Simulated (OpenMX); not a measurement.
**KF (Carobbiite) under changes of volume**

One of the cells (19.455 Å³/atom); the others are scaled copies at fixed shape and fractional positions:

```xyz
2
Lattice="0.0000 2.6895 2.6895 2.6895 0.0000 2.6895 2.6895 2.6895 0.0000" Properties=species:S:1:pos:R:3 pbc="T T T"
K     0.0000    0.0000    0.0000
F     2.6895    2.6895    2.6895
```

- Program: OpenMX 3.8.5
- Functional: PBE
- Potentials or basis: OpenMX 2013 PBE set, K10.0-s3p2d1, F6.0-s2p2d1, fixed grid of 36 × 36 × 36 points
- k mesh: 9 × 9 × 9
- Occupations: fermi-dirac, width 0.05 eV
- Spin: no spin polarisation

```csv
volume (Å³/atom),energy over the lowest point (meV/atom),gap on the mesh (eV)
17.929,?,?
18.311,12.64,6.45
18.692,6.81,6.34
19.455,0.72,6.12
19.837,0.00,6.01
20.218,0.67,5.91
```

Q: What does the run at 17.929 Å³/atom give?

A: Energy over the lowest point 20.53 meV/atom; gap on the mesh 6.58 eV.

Worked out: A Birch-Murnaghan fit of order 3 (a polynomial in V^(-2/3)) to the other rows has its minimum at 19.83 Å³/atom with B0 = V·E''(V) = 29 GPa and B' = 5.2. It gives 20.65 meV/atom at 17.929 Å³/atom, against the run's 20.53. A straight line through the other rows of the gap, of slope -5.48 eV per unit of ln V (its deformation potential), extrapolates to 6.57 eV, against the run's 6.58.

Energies are extrapolated to zero smearing.

Caveats: an odd mesh through Γ misses points on the zone boundary, where band edges often lie; the basis of atomic orbitals isn't converged, which shifts pressures, moduli and gaps.
